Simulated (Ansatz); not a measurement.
**GaN: single point with PBE**

**What was measured.**

A printed reference work, textbook reports, for a bulk crystal of GaN at 0 K: band gap 3.299 eV (direct).

Crystal: GaN.

```xyz
2
Lattice="0.0000 2.2535 2.2535 2.2535 0.0000 2.2535 2.2535 2.2535 0.0000" Properties=species:S:1:pos:R:3 pbc="T T T"
Ga    0.0000    0.0000    0.0000
N     1.1268    1.1268    1.1268
```

The cell is a database's computed one.

| Property | Result |
| --- | --- |
| Program | Ansatz 0.2.0 |
| Task | single point |
| Functional | PBE |
| Potentials or basis | all-electron LAPW, scalar-relativistic |
| Cutoff | 422 eV (chosen from the basis error) |
| Basis error allowed | 0.001 eV/atom |
| k mesh | 10 × 10 × 10 |
| Occupations | gaussian, width 0.012 eV |
| Spin | no spin polarisation |

```
Pressure               : 4.9 GPa
Band gap on the k mesh : 1.73 eV, direct
```

Levels at points of the mesh, in eV from the valence-band top:
| k point | band 10 | band 11 | band 12 | band 13 | band 14 | band 15 | band 16 | band 17 | band 18 |
| --- | --- | --- | --- | --- | --- | --- | --- | --- | --- |
| (0.00, 0.00, 0.00) | -13.18 | -13.18 | 0.00 | 0.00 | 0.00 | 1.73 | 10.31 | 10.31 | 10.31 |
| (0.00, 0.00, -0.50) | -13.13 | -11.91 | -7.03 | -0.97 | -0.97 | 4.65 | 8.73 | 10.36 | 10.36 |
| (0.00, -0.50, -0.50) | -13.10 | -11.48 | -6.12 | -2.70 | -2.70 | 3.36 | 6.67 | 11.71 | 13.96 |

It took 17 s on 1 thread of Arm Neoverse V1 (shared host), peak memory 0.29 GiB.

Measured gap of GaN: 3.299 eV (direct; 0 K; a printed reference work, textbook). This calculation gives 1.73 eV (-1.56 eV). Spin-orbit coupling on Ga is left out. The value is that of PBE, without temperature or zero-point motion. Semilocal functionals fall short of measured gaps as a rule. The cell is a database's relaxed one, not the measured one, which moves gaps too.
